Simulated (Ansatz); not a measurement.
# EuS (Fm-3m) in Ansatz: a series of runs

One crystal, EuS, is run at these levels: BLYP; tasks: single point, equation of state.

All numbers are computed with Ansatz 0.2.0; they aren't measurements. Logs are shortened: lines on timing, memory, paths and dates and some standing lists are left out, and cuts for length are marked.

**Measured values to compare with.**

From “Crystal-field mediated electronic transitions of EuS up to 35 GPa”, 2022, pmc:8786971, for a bulk crystal of EuS: bulk modulus 61.5 ± 0.5 GPa.

The runs below are set against these values where they give the same quantity.

## Step 1: Starting point

It takes space group Fm-3m (No. 225, cubic). The conventional cell has a = 5.957 Å, b = 5.957 Å, c = 5.957 Å, α = 90.00°, β = 90.00°, γ = 90.00°. Eu (site symmetry m-3m) is surrounded by 6 S at 2.98 Å. S (site symmetry m-3m) has 6 Eu at 2.98 Å as nearest neighbours.

## Step 2: Single point, BLYP, collinear spin, ferromagnetic start, 24.84 Å³/atom (volume scaled by 0.94)

Contents of input.yaml:

```yaml
crystal:
  lattice:
    - [0.0, 2.9176972248, 2.9176972248]
    - [2.9176972248, 0.0, 2.9176972248]
    - [2.9176972248, 2.9176972248, 0.0]
  atoms:
    - { symbol: Eu, position: [0.0, 0.0, 0.0], spin: 7.0 }
    - { symbol: S, position: [0.5, 0.5, 0.5] }
hamiltonian:
  xc: blyp
  pseudopotentials: { kind: paw }
magnetization:
  spin_polarized: true
kpoints:
  mp_grid: { grid: [8, 8, 8] }
scf:
  occupations: { method: fermi_dirac, width: 0.05 }
output:
  forces: true
  stress: true
  eigenvalues: true
```

Potentials or basis: Ansatz PAW.

Launch:

```sh
> ansatz run input.yaml --threads 2 --pin off --max-ram 5120MiB --backend cpu --events-out ev --progress --plain --runs-dir out
```

The program printed:

```text
Warning: RAYON_NUM_THREADS=2 ignored (pool sized by the plan → 2); use --threads N
Engine: ansatz 0.2.0, aarch64-unknown-linux-gnu
Pseudopotentials: kind: paw
Pseudopotential: Eu, paw, valence charge 17, recommended cutoff 420 eV (normal), Eu.paw.azcp
Pseudopotential: S, paw, valence charge 6, recommended cutoff 420 eV (normal), S.paw.azcp
Functional definition: BLYP
  parameter beta = 0.0042
  parameter a = 0.04918
  parameter b = 0.132
  parameter c = 0.2533
  parameter d = 0.349
  exchange = b88_x(beta = beta)
  correlation = lyp_c(a = a, b = b, c = c, d = d)
Crystal: 2 atoms, lattice volume = 49.676 Å³
Basis set: ecut = 420 eV, 941 PW (Γ), exchange–correlation on 60×60×60 points (8 copies of the dense FFT grid, shifted against one another)
Bands: 19, of which v1, the nominal top of the filled ones, is band 12 counted from 1 (11 counted from 0)
Symmetry: 48 space group operations
Space group: Fm-3m (ITA 225), of the structure as read, at distance tolerance 3.7e-5 Å
Magnetic group: BNS 225.116 (UNI 1618), of the structure as read, at distance tolerance 3.7e-5 Å
k-points: 29 of 512
Non-local potential: Eu, projectors of the file, l = 0: 3, l = 1: 2, l = 2: 2, l = 3: 3
Non-local potential: S, projectors of the file, l = 0: 2, l = 1: 2, l = 2: 2
PAW form: soft (Blöchl's): semilocal exchange-correlation on the pseudo side does not see the compensation charge
PAW frozen core: Eu, regenerated for the run's functional, and the local potential with it (the file was generated under x = pbe(κ = 0.804, μ = 0.2195149727645171), c = pbe(β = 0.06672455060314922))
PAW frozen core: S, regenerated for the run's functional, and the local potential with it (the file was generated under x = pbe(κ = 0.804, μ = 0.2195149727645171), c = pbe(β = 0.06672455060314922))
PAW one-centre angular grid: Eu, 590 points (default); XC on 64 Gauss nodes
PAW one-centre angular grid: S, 110 points (default); XC on 64 Gauss nodes
Initial density: superposition of atomic densities (chi_scale 0.1, normalization cell)
Starting moments: Σ|m| = 7 μB on 1 of 2 sites
Initial wavefunctions: pseudopotential atomic-orbital guess
Functional: x = b88, c = lyp
SCF iter   1: F=—  HF=-9697.795267 eV  |F-HF|=—  |Δ(HF+E_count)|=         —  Δρ=3.97e-2 (↑3.97e-2 ↓2.55e-2)  dr2=1.28e0  dr2_m=3.23e-1  M=6.765 μB ∫|m|=6.835 μB  β_m=0.30  ethr=3.10e-3  ⟨swp⟩=5.8  Hψ=5387  notcnv=0
Mixer restart at iter 1: flushing history
preconditioner: auto → Kerker (q_TF=auto, 2.400 Å⁻¹)  [metal: Δε(μ)=0.024 eV  Ē_g=12.121 eV  σ=0.050 eV  W_gap=0.12  n_scr=14 (ndim 8)  ℏωp=24.1 eV  f_vac=0.000  D(μ)=4.19/eV (n_scr^D=58)]
spin=Collinear: Kerker preconditioning applied to the charge; magnetization (m = ρ↑ − ρ↓) channel mixes plain (no charge-response kernel on spin).
SCF iter   2: F=—  HF=-9697.899338 eV  |F-HF|=—  |Δ(HF+E_count)|=   1.04e-1  Δρ=2.68e-2 (↑2.68e-2 ↓1.81e-2)  dr2=6.43e-1  dr2_m=1.49e-1  M=6.777 μB ∫|m|=6.850 μB  β_m=0.56  ethr=3.10e-3  ⟨swp⟩=2.5  Hψ=2116  notcnv=0  defer=65
SCF iter   3: F=—  HF=-9698.231807 eV  |F-HF|=—  |Δ(HF+E_count)|=   3.32e-1  Δρ=1.54e-2 (↑1.54e-2 ↓4.64e-3)  dr2=1.37e-1  dr2_m=2.87e-2  M=6.863 μB ∫|m|=6.947 μB  β_m=0.63  ethr=2.80e-3  ⟨swp⟩=2.8  Hψ=2036  notcnv=0  defer=69
SCF iter   4: F=—  HF=-9698.409956 eV  |F-HF|=—  |Δ(HF+E_count)|=   1.78e-1  Δρ=6.52e-3 (↑6.52e-3 ↓2.71e-3)  dr2=4.81e-2  dr2_m=2.85e-3  M=6.895 μB ∫|m|=6.986 μB  β_m=0.82  ethr=5.95e-4  ⟨swp⟩=3.0  Hψ=2484  notcnv=0  defer=69
SCF iter   5: F=—  HF=-9698.471664 eV  |F-HF|=—  |Δ(HF+E_count)|=   6.17e-2  Δρ=1.39e-3 (↑1.39e-3 ↓1.30e-3)  dr2=6.18e-3  dr2_m=5.41e-5  M=6.961 μB ∫|m|=7.051 μB  β_m=0.91  ethr=2.09e-4  ⟨swp⟩=3.4  Hψ=2607  notcnv=0  defer=72
SCF iter   6: F=—  HF=-9698.471690 eV  |F-HF|=—  |Δ(HF+E_count)|=   2.63e-5  Δρ=6.74e-4 (↑6.74e-4 ↓5.02e-4)  dr2=5.99e-4  dr2_m=1.95e-5  M=6.958 μB ∫|m|=7.046 μB  β_m=0.95  ethr=2.69e-5  ⟨swp⟩=2.8  Hψ=2080  notcnv=0  defer=75
SCF iter   7: F=—  HF=-9698.471975 eV  |F-HF|=—  |Δ(HF+E_count)|=   2.85e-4  Δρ=1.71e-4 (↑1.71e-4 ↓1.19e-4)  dr2=5.11e-5  dr2_m=1.42e-6  M=6.956 μB ∫|m|=7.045 μB  β_m=0.98  ethr=2.60e-6  ⟨swp⟩=2.1  Hψ=1961  notcnv=0  defer=75
SCF iter   8: F=—  HF=-9698.474851 eV  |F-HF|=—  |Δ(HF+E_count)|=   2.88e-3  Δρ=1.94e-4 (↑1.94e-4 ↓2.80e-5)  dr2=1.61e-5  dr2_m=4.49e-6  M=6.957 μB ∫|m|=7.046 μB  β_m=0.99  ethr=2.22e-7  ⟨swp⟩=2.0  Hψ=1868  notcnv=0  defer=75
SCF iter   9: F=—  HF=-9698.474875 eV  |F-HF|=—  |Δ(HF+E_count)|=   2.37e-5  Δρ=5.90e-5 (↑5.90e-5 ↓9.39e-6)  dr2=1.84e-6  dr2_m=3.40e-7  M=6.956 μB ∫|m|=7.045 μB  β_m=0.99  ethr=7.00e-8  ⟨swp⟩=2.0  Hψ=1761  notcnv=0  defer=75
SCF iter  10: F=—  HF=-9698.474877 eV  |F-HF|=—  |Δ(HF+E_count)|=   1.86e-6  Δρ=2.58e-6 (↑2.58e-6 ↓1.98e-6)  dr2=8.04e-9  dr2_m=1.32e-10  M=6.956 μB ∫|m|=7.045 μB  β_m=1.00  ethr=8.01e-9  ⟨swp⟩=2.0  Hψ=1776  notcnv=0  defer=75
SCF iter  11: F=-9698.474877 eV  HF=-9698.474877 eV  |F-HF|=4.17e-8  |Δ(HF+E_count)|=   2.29e-8  Δρ=1.03e-5 (↑1.03e-5 ↓8.11e-7)  dr2=4.59e-8  dr2_m=1.20e-8  M=6.956 μB ∫|m|=7.045 μB  ethr=3.49e-11  ⟨swp⟩=6.0  Hψ=4962  notcnv=0
SCF 1 converged in 11 iterations: F = -9698.474877 eV  dr2 = 4.59e-8
SCF converged after 11 iterations
Magnetization: 6.9563 μB (14.9781 up, 8.0219 down)
Absolute magnetization: 7.0454 μB (∫|ρ↑−ρ↓|, with the PAW one-centre terms)
Spin contamination: 0.0100 ħ² per cell (⟨S²⟩ above its minimum at these occupations)
Per-site moments (μB) at R_I (Å): [(6.725391651021225, 1.20355010523), (-0.03649654907299093, 1.20355010523)]
Free energy (F): -9698.474877 eV
Harris-Foulkes:  -9698.474877 eV  (|F-HF|=4.17e-8)
Internal energy: -9698.464420 eV  (E = F + TS)
E sigma→0 (E₀):  -9698.469648 eV
Entropy (-TS):   -0.010457 eV (-5.228 meV/atom)
Fermi energy:    11.610977 eV
--- Per-component energies (eV) ---
  E_band       = 19.321825
  E_kinetic    = 464.567945
  E_local      = -2085.420275  (includes V_loc(G=0)·N_el)
  E_nonlocal   = 497.978440
  E_hartree    = 826.981415
  E_xc         = -274.146267
  E_vxc        = -289.321219  (∫ρ·V_xc dr)
  E_paw        = -7015.816826  (= ΣΔE_a)
  E_vpaw       = -222.433914  (= ΣTr[D̂ρ^β])
  E_aug_tail   = 0.000002  (compensation charges beyond the density's cutoff)
  E_ewald      = -2112.774635
  E_core_change = 0.165781  (= ΣΔE_core)
  E_smearing   = -0.010457  (= −TS)
  E_closure    = -0.000000  (closes the sum)
  Σ components = -9698.474877   (vs F -9698.474877, Δ=0.00e0)
--- Forces (eV/Å), atoms counted from 1 ---
  atom   1  Eu    -0.00000000     0.00000000    -0.00000000
  atom   2  S      0.00000000    -0.00000000     0.00000000
  max |Σ_I F_I| component: 2.88e-30 eV/Å
--- Stress (GPa, compression-positive) ---
        4.123222       0.000000       0.000000
        0.000000       4.123222      -0.000000
       -0.000000       0.000000       4.123222
  P = ⅓ Tr σ = 4.1232 GPa (41.232 kbar)
--- Band table (eV; the first three rows and the last of 58) ---
  k-point 0 ↑: bands = ["-29.8760", "-8.5732", "-8.5732", "-8.5732", "-2.0906", "8.7305", "8.7305", "8.7305", "11.1523", "11.3211", "11.3211", "11.3211", "11.6860", "11.6860", "11.6860", "12.6612", "12.6612", "12.6612", "13.0041"]
  k-point 1 ↑: bands = ["-29.8735", "-8.6391", "-8.5776", "-8.5776", "-1.9527", "8.1988", "8.5131", "8.5131", "11.1440", "11.2867", "11.2867", "11.3219", "11.4882", "11.5237", "11.5237", "12.8440", "12.9740", "12.9740", "13.7887"]
  k-point 2 ↑: bands = ["-29.8673", "-8.7904", "-8.5880", "-8.5880", "-1.6161", "7.1998", "8.0675", "8.0675", "11.1321", "11.2287", "11.2287", "11.3236", "11.3515", "11.3620", "11.3620", "13.2401", "13.7365", "13.7365", "15.2339"]
  k-point 28 ↓: bands = ["-26.9605", "-6.6724", "-6.6724", "-6.6325", "-1.4216", "7.4717", "8.0076", "8.0076", "13.7544", "13.7544", "15.6640", "15.6759", "15.6955", "15.6955", "15.8526", "16.1419", "16.1419", "16.2873", "16.7773"]
```

Run time: 2.6 s. Hardware: 2 threads of Arm Neoverse V2, shared host; peak memory 0.37 GiB.

What came out:

| Quantity | Value |
| --- | --- |
| Free energy | -9698.4749 eV |
| Pressure | 4.1 GPa |
| Band gap on the k mesh | none (metal or under the smearing width) |
| Net moment | 6.96 μB per cell |
| Absolute moment | 7.05 μB per cell |
| Site moments | Eu +6.73; S -0.04 μB |

Caveat: spin-orbit coupling is left out, which moves the levels of the heavy elements; a cell with one magnetic atom can't hold antiferromagnetic order, which such compounds often take; without U or exact exchange the open f shell lies at the Fermi level, which spoils levels, moments and volumes; the PAW data sets come from PBE, with cores solved anew for the run's functional, which leaves a small shift of forces and pressure.

## Step 3: Single point, BLYP, collinear spin, ferromagnetic start, 25.37 Å³/atom (volume scaled by 0.96)

Changes to input.yaml since step 2:

```diff
@@ -2,5 +2,5 @@
   lattice:
-    - [0.0, 2.9176972248, 2.9176972248]
-    - [2.9176972248, 0.0, 2.9176972248]
-    - [2.9176972248, 2.9176972248, 0.0]
+    - [0.0, 2.9382450654, 2.9382450654]
+    - [2.9382450654, 0.0, 2.9382450654]
+    - [2.9382450654, 2.9382450654, 0.0]
   atoms:
@@ -21 +21,5 @@
   eigenvalues: true
+  write_density: true
+  write_potential: true
+  elf: true
+  volumetric_format: npy
```

Potentials or basis: Ansatz PAW.

Launch:

```sh
> ansatz run input.yaml --threads 2 --pin off --max-ram 5120MiB --backend cpu --events-out ev --progress --plain --runs-dir out
```

Wall time 2.9 s (2 threads of Arm Neoverse V2, shared host); peak memory 0.38 GiB.

It converged, with:

* Free energy: -9698.4978 eV
* Pressure: 2.9 GPa
* Band gap on the k mesh: none (metal or under the smearing width)
* Net moment: 6.96 μB per cell
* Absolute moment: 7.05 μB per cell
* Site moments: Eu +6.74; S -0.04 μB

Caveat: spin-orbit coupling is left out, which moves the levels of the heavy elements; a cell with one magnetic atom can't hold antiferromagnetic order, which such compounds often take; without U or exact exchange the open f shell lies at the Fermi level, which spoils levels, moments and volumes; the PAW data sets come from PBE, with cores solved anew for the run's functional, which leaves a small shift of forces and pressure.

## Step 4: Single point, BLYP, collinear spin, ferromagnetic start, 25.90 Å³/atom (volume scaled by 0.98)

Contents of input.yaml:

```yaml
crystal:
  lattice:
    - [0.0, 2.9585094648, 2.9585094648]
    - [2.9585094648, 0.0, 2.9585094648]
    - [2.9585094648, 2.9585094648, 0.0]
  atoms:
    - { symbol: Eu, position: [0.0, 0.0, 0.0], spin: 7.0 }
    - { symbol: S, position: [0.5, 0.5, 0.5] }
hamiltonian:
  xc: blyp
  pseudopotentials: { kind: paw }
magnetization:
  spin_polarized: true
kpoints:
  mp_grid: { grid: [8, 8, 8] }
scf:
  occupations: { method: fermi_dirac, width: 0.05 }
output:
  forces: true
  stress: true
  eigenvalues: true
```

Launch:

```sh
> ansatz run input.yaml --threads 2 --pin off --max-ram 5120MiB --backend cpu --events-out ev --progress --plain --runs-dir out
```

Run time: 2.7 s. Hardware: 2 threads of Arm Neoverse V2, shared host; peak memory 0.38 GiB.

Results (log left out):

* Free energy: -9698.5128 eV
* Pressure: 1.7 GPa
* Band gap on the k mesh: none (metal or under the smearing width)
* Net moment: 6.97 μB per cell
* Absolute moment: 7.06 μB per cell
* Site moments: Eu +6.75; S -0.04 μB

Caveat: spin-orbit coupling is left out, which moves the levels of the heavy elements; a cell with one magnetic atom can't hold antiferromagnetic order, which such compounds often take; without U or exact exchange the open f shell lies at the Fermi level, which spoils levels, moments and volumes; the PAW data sets come from PBE, with cores solved anew for the run's functional, which leaves a small shift of forces and pressure.

## Step 5: Single point, BLYP, collinear spin, ferromagnetic start, 26.42 Å³/atom

Changes to input.yaml since step 4:

```diff
@@ -2,5 +2,5 @@
   lattice:
-    - [0.0, 2.9585094648, 2.9585094648]
-    - [2.9585094648, 0.0, 2.9585094648]
-    - [2.9585094648, 2.9585094648, 0.0]
+    - [0.0, 2.9785, 2.9785]
+    - [2.9785, 0.0, 2.9785]
+    - [2.9785, 2.9785, 0.0]
   atoms:
```

Launch:

```sh
> ansatz run input.yaml --threads 2 --pin off --max-ram 5120MiB --backend cpu --events-out ev --progress --plain --runs-dir out
```

Run time: 2.8 s. Hardware: 2 threads of Arm Neoverse V2, shared host; peak memory 0.38 GiB.

It converged, with:

```yaml
Free_energy: -9698.5208 eV
Pressure: 0.7 GPa
Band_gap_on_the_k_mesh: none (metal or under the smearing width)
Net_moment: 6.98 μB per cell
Absolute_moment: 7.07 μB per cell
Site_moments: Eu +6.77; S -0.04 μB
```

Caveat: spin-orbit coupling is left out, which moves the levels of the heavy elements; a cell with one magnetic atom can't hold antiferromagnetic order, which such compounds often take; without U or exact exchange the open f shell lies at the Fermi level, which spoils levels, moments and volumes; the PAW data sets come from PBE, with cores solved anew for the run's functional, which leaves a small shift of forces and pressure.

## Step 6: Single point, BLYP, collinear spin, ferromagnetic start, 26.95 Å³/atom (volume scaled by 1.02)

Changes to input.yaml since step 5:

```diff
@@ -2,5 +2,5 @@
   lattice:
-    - [0.0, 2.9785, 2.9785]
-    - [2.9785, 0.0, 2.9785]
-    - [2.9785, 2.9785, 0.0]
+    - [0.0, 2.9982257404, 2.9982257404]
+    - [2.9982257404, 0.0, 2.9982257404]
+    - [2.9982257404, 2.9982257404, 0.0]
   atoms:
```

Potentials or basis: Ansatz PAW.

Launch:

```sh
> ansatz run input.yaml --threads 2 --pin off --max-ram 5120MiB --backend cpu --events-out ev --progress --plain --runs-dir out
```

Run time: 2.6 s. Hardware: 2 threads of Arm Neoverse V2, shared host; peak memory 0.38 GiB.

It converged, with:

```
Free energy            : -9698.5223 eV
Pressure               : -0.2 GPa
Band gap on the k mesh : none (metal or under the smearing width)
Net moment             : 6.98 μB per cell
Absolute moment        : 7.07 μB per cell
Site moments           : Eu +6.78; S -0.04 μB
```

Caveat: spin-orbit coupling is left out, which moves the levels of the heavy elements; a cell with one magnetic atom can't hold antiferromagnetic order, which such compounds often take; without U or exact exchange the open f shell lies at the Fermi level, which spoils levels, moments and volumes; the PAW data sets come from PBE, with cores solved anew for the run's functional, which leaves a small shift of forces and pressure.

## Step 7: Single point, BLYP, collinear spin, ferromagnetic start, 27.48 Å³/atom (volume scaled by 1.04)

Changes to input.yaml since step 6:

```diff
@@ -2,5 +2,5 @@
   lattice:
-    - [0.0, 2.9982257404, 2.9982257404]
-    - [2.9982257404, 0.0, 2.9982257404]
-    - [2.9982257404, 2.9982257404, 0.0]
+    - [0.0, 3.0176952843, 3.0176952843]
+    - [3.0176952843, 0.0, 3.0176952843]
+    - [3.0176952843, 3.0176952843, 0.0]
   atoms:
```

Launch:

```sh
> ansatz run input.yaml --threads 2 --pin off --max-ram 5120MiB --backend cpu --events-out ev --progress --plain --runs-dir out
```

Run time: 2.6 s. Hardware: 2 threads of Arm Neoverse V2, shared host; peak memory 0.39 GiB.

Results (log left out):

| Property | Result |
| --- | --- |
| Free energy | -9698.5181 eV |
| Pressure | -1.0 GPa |
| Band gap on the k mesh | none (metal or under the smearing width) |
| Net moment | 6.99 μB per cell |
| Absolute moment | 7.08 μB per cell |
| Site moments | Eu +6.79; S -0.04 μB |

Caveat: spin-orbit coupling is left out, which moves the levels of the heavy elements; a cell with one magnetic atom can't hold antiferromagnetic order, which such compounds often take; without U or exact exchange the open f shell lies at the Fermi level, which spoils levels, moments and volumes; the PAW data sets come from PBE, with cores solved anew for the run's functional, which leaves a small shift of forces and pressure.

## Step 8: Single point, BLYP, collinear spin, ferromagnetic start, 28.01 Å³/atom (volume scaled by 1.06)

Changes to input.yaml since step 7:

```diff
@@ -2,5 +2,5 @@
   lattice:
-    - [0.0, 3.0176952843, 3.0176952843]
-    - [3.0176952843, 0.0, 3.0176952843]
-    - [3.0176952843, 3.0176952843, 0.0]
+    - [0.0, 3.0369167916, 3.0369167916]
+    - [3.0369167916, 0.0, 3.0369167916]
+    - [3.0369167916, 3.0369167916, 0.0]
   atoms:
@@ -21 +21,5 @@
   eigenvalues: true
+  write_density: true
+  write_potential: true
+  elf: true
+  volumetric_format: npy
```

Launch:

```sh
> ansatz run input.yaml --threads 2 --pin off --max-ram 5120MiB --backend cpu --events-out ev --progress --plain --runs-dir out
```

It took 3.1 s on 2 threads of Arm Neoverse V2, shared host; peak memory 0.39 GiB.

It converged, with:

```yaml
Free_energy: -9698.5087 eV
Pressure: -1.8 GPa
Band_gap_on_the_k_mesh: none (metal or under the smearing width)
Net_moment: 6.99 μB per cell
Absolute_moment: 7.08 μB per cell
Site_moments: Eu +6.80; S -0.04 μB
```

Caveat: spin-orbit coupling is left out, which moves the levels of the heavy elements; a cell with one magnetic atom can't hold antiferromagnetic order, which such compounds often take; without U or exact exchange the open f shell lies at the Fermi level, which spoils levels, moments and volumes; the PAW data sets come from PBE, with cores solved anew for the run's functional, which leaves a small shift of forces and pressure.

## Step 9: Equation of state, BLYP, collinear spin, ferromagnetic start

Potentials or basis: Ansatz PAW.

This step only gathers the single runs of the series.

Results:

```yaml
Equilibrium_volume: 26.82 Å³/atom
Bulk_modulus: 45 GPa
Pressure_derivative_of_the_bulk_modulus: 4.3
```

Energy against volume, from the lowest point:
```tsv
volume (Å³/atom)	energy (meV/atom)
24.838	23.73
25.367	12.25
25.895	4.75
26.424	0.78
26.952	0.00
27.481	2.11
28.009	6.81
```

Caveat: the potentials were made for another functional, which shifts forces and pressure; spin-orbit coupling is left out, which moves the levels of the heavy elements; without U or exact exchange the open f shell lies at the Fermi level, which spoils levels, moments and volumes. The state reached can hang on the start; a lower one may exist.

## Step 10: Against experiment

Step 9. A measured bulk modulus of EuS is 61.5 GPa (quoted in “Crystal-field mediated electronic transitions of EuS up to 35 GPa”, 2022, pmc:8786971); the calculated 45 GPa misses it by -26.2 %. The fit is for a static lattice scaled at fixed shape and fixed fractional positions.
